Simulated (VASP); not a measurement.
Input of a VASP 6.6.1 run:

POSCAR

```
GaAs                                    
1.0
    0.0000000000      2.8313993253      2.8313993253
    2.8313993253      0.0000000000      2.8313993253
    2.8313993253      2.8313993253      0.0000000000
  Ga              As            
     1     1
Direct
     0.0000000000000000    0.0000000000000000    0.0000000000000000
     0.2500000000000000    0.2500000000000000    0.2500000000000000
```

INCAR.step1

```
  PREC = Accurate
  ENCUT = 520
  EDIFF = 1E-5
  ISMEAR = 0
  SIGMA = 0.03
  LREAL = F
  LASPH = T
  NELM = 80
  ALGO = Normal
  ISIF = 2
  LWAVE = T
  LCHARG = F
  NBANDS = 16
  GGA = PE
```

INCAR.step2

```
  PREC = Accurate
  ENCUT = 520
  EDIFF = 1E-7
  ISMEAR = 0
  SIGMA = 0.03
  LREAL = F
  LASPH = T
  NELM = 80
  ALGO = Normal
  ISIF = 2
  LWAVE = F
  LCHARG = F
  METAGGA = MBJ
  NBANDS = 16
  ISTART = 1
```

The input KPOINTS:

```
Automatic mesh
0
Gamma
  10 10 10
```

Contents of KPOINTS_OPT:

```
explicit points
209
Reciprocal
 0.0000000000  0.0000000000  0.0000000000 1
 0.0263157895  0.0000000000  0.0263157895 1
 0.0526315789  0.0000000000  0.0526315789 1
 0.0789473684  0.0000000000  0.0789473684 1
 0.1052631579  0.0000000000  0.1052631579 1
 0.1315789474  0.0000000000  0.1315789474 1
[... 201 lines left out ...]
 0.4250000000  0.0000000000  0.4250000000 1
 0.4500000000  0.0000000000  0.4500000000 1
```

Potentials or basis: VASP PAW PBE potentials, release 64 (Ga_d, As).

Command:

```console
$ cat potpaw_PBE.64/Ga_d/POTCAR potpaw_PBE.64/As/POTCAR > POTCAR
$ cp INCAR.step1 INCAR
$ mpirun -np 1 vasp_std > vasp.out
$ cp INCAR.step2 INCAR
$ mpirun -np 1 vasp_std > vasp.out
```

(1) Predict the band gap on the k mesh.

(2) What does it give for the band gap along the path?

## Answers

(1) 1.55 eV, direct.

(2) 1.55 eV, direct.

**Experimental background.**

From “Evidence of valence band perturbations in GaAsN/GaAs(001): A combined variable-angle spectroscopic ellipsometry and modulated photoreflectance investigation”, 2008, arxiv:0805.2212, for a bulk crystal of GaAs at 300 K: band gap 1.412 ± 0.01 eV (direct).

Measured gap of GaAs: 1.412 eV (direct; 300 K; “Evidence of valence band perturbations in GaAsN/GaAs(001): A combined variable-angle spectroscopic ellipsometry and modulated photoreflectance investigation”, 2008, arxiv:0805.2212). This calculation gives 1.55 eV (+0.14 eV). 3 values of this kind are on record (1.412 to 1.51 eV); this one was drawn at random among those near their median, those with a stated uncertainty first. Spin-orbit coupling on As, Ga is left out. The value is that of TB-mBJ, without temperature or zero-point motion.
